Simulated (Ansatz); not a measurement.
PbO

Method: PBE, scalar-relativistic; no spin polarisation; PAW, 420 eV, Γ-centred 8×8×6 mesh, 0.05 eV Gaussian smearing; code Ansatz. The datasets are Ansatz's generated set soft_2.

```
Pb O
1.0
     4.05682    0.00000    0.00000
     0.00000    4.05682    0.00000
     0.00000    0.00000    5.59708
Pb O
2 2
Direct
  0.50000 0.00000 0.21262
  0.00000 0.50000 0.78738
  0.00000 0.00000 0.00000
  0.50000 0.50000 0.00000
```

The Crystallography Open Database holds a cell of this formula and space group, from which this one stands far in volume, proportions or bonds. The database's entry of this formula in the relaxed cell's space group, P4/nmm, has axes of 3.967 × 3.967 × 4.992 Å and 19.64 Å³/atom (1985), the relaxed one 4.057 × 4.057 × 5.597 Å and 23.03.

The cell has space group P4/nmm (read at 0.01 Å). In it the stress is -0.01, -0.01, 0.02, 0.00, 0.00, 0.00 GPa and the largest force component 0.001 eV/Å. Each change below starts from this cell, without further relaxation. Stress is in GPa, positive in compression, in the order xx, yy, zz, yz, xz, xy; energies are counted from the cell above.

What happens when atom 2 (Pb) is moved by 0.12 Å along y?

The energy changes by 28.7 meV per cell, and the force on it along the shift is -0.493 eV/Å (−F/u = 4.11 eV/Å²). Stress: 0.01, 0.50, 0.27, 1.22, 0.00, 0.00.
```
atom  Fx (eV/Å)      Fy      Fz
 Pb1      0.000   0.115   0.012
 Pb2      0.000  -0.493  -0.104
  O3      0.000   0.310   0.106
  O4      0.000   0.068  -0.014
```
In a harmonic crystal the energy would rise by −½F·u = ½ × 4.11 × 0.12² eV = 29.6 meV, which matches.

One atom was moved along a Cartesian axis, and these forces appeared. Which atom, and about how far?
```tsv
atom	Fx (eV/Å)	Fy	Fz
Pb1	-0.493	0.000	0.104
Pb2	0.115	0.000	-0.012
O3	0.310	0.000	-0.106
O4	0.068	0.000	0.014
```

Atom 1 (Pb) is moved by 0.12 Å along x; the energy changes by 28.7 meV per cell.

What stress follows from an engineering strain of -2 % in yy, atoms carried along?

1.12, 2.33, 1.09, 0.00, 0.00, 0.00 GPa; the energy changes by 13.0 meV per cell. The gap on the mesh goes from 1.81 eV to 1.78 eV.
```tsv
atom	Fx (eV/Å)	Fy	Fz
Pb1	0.000	0.000	0.241
Pb2	0.000	0.000	-0.241
O3	0.000	0.000	0.151
O4	0.000	0.000	-0.151
```
The change of the stress over the strain gives a clamped-atom stiffness of about 117 GPa for this component, a secant value that lies under the elastic constant in tension and over it in compression, by several per cent for each per cent of strain.
In a harmonic crystal the energy would rise by V(½Cε² − σ₀ε), with σ₀ the stress of the unstrained cell, = 13.3 meV, which matches.

What stress follows from an engineering strain of -1 % in xz, atoms carried along?

0.01, 0.00, 0.02, 0.00, 0.28, 0.00 GPa; the energy changes by 0.7 meV per cell.
| atom | Fx (eV/Å) | Fy | Fz |
| --- | --- | --- | --- |
| Pb1 | 0.056 | 0.000 | 0.000 |
| Pb2 | -0.056 | 0.000 | 0.000 |
| O3 | -0.025 | 0.000 | -0.001 |
| O4 | 0.025 | 0.000 | 0.001 |
The change of the stress over the strain gives a clamped-atom stiffness of about 28 GPa for this component.

All atoms and the cell are disturbed at random:
```xyz
4
Lattice="4.0397 0.0229 -0.0791 0.0229 4.1074 0.0007 -0.1091 0.0009 5.5429" Properties=species:S:1:pos:R:3 pbc="T T T"
Pb    1.9566   -0.0184    1.1426
Pb   -0.0680    2.0850    4.3953
O     0.0139   -0.0232    0.0428
O     2.0510    2.0877   -0.1162
```
Give the energy change, the stress and the forces.

100.5 meV per cell; stress 3.29, -1.06, 1.51, 0.59, 1.85, -0.51 GPa. The gap on the mesh goes from 1.81 eV to 1.72 eV.
```
atom  Fx (eV/Å)      Fy      Fz
 Pb1      0.567   0.111   0.158
 Pb2     -0.318  -0.158  -0.673
  O3     -0.336   0.211  -0.272
  O4      0.087  -0.164   0.787
```

All atoms and the cell are disturbed at random:
```xyz
4
Lattice="4.0925 0.0334 0.0006 0.0334 4.0897 -0.0259 0.0009 -0.0358 5.6155" Properties=species:S:1:pos:R:3 pbc="T T T"
Pb    2.0871    0.0788    1.1903
Pb   -0.0523    2.0310    4.3885
O    -0.0657    0.0662   -0.0808
O     2.1576    1.9114    0.0921
```
Give the energy change, the stress and the forces.

297.9 meV per cell; stress -1.76, 2.61, -0.35, -1.51, -1.13, -1.44 GPa. The gap on the mesh goes from 1.81 eV to 1.76 eV.
```tsv
atom	Fx (eV/Å)	Fy	Fz
Pb1	-0.217	-0.895	0.308
Pb2	0.223	0.019	0.372
O3	0.617	-0.827	0.280
O4	-0.623	1.704	-0.960
```

Semilocal functionals underestimate band gaps, commonly by a third or more. These numbers lack spin–orbit coupling. The structure is layered, and this functional has no dispersion term, so the layers' spacing is poorly fixed, often too long, and so is what hangs on it.
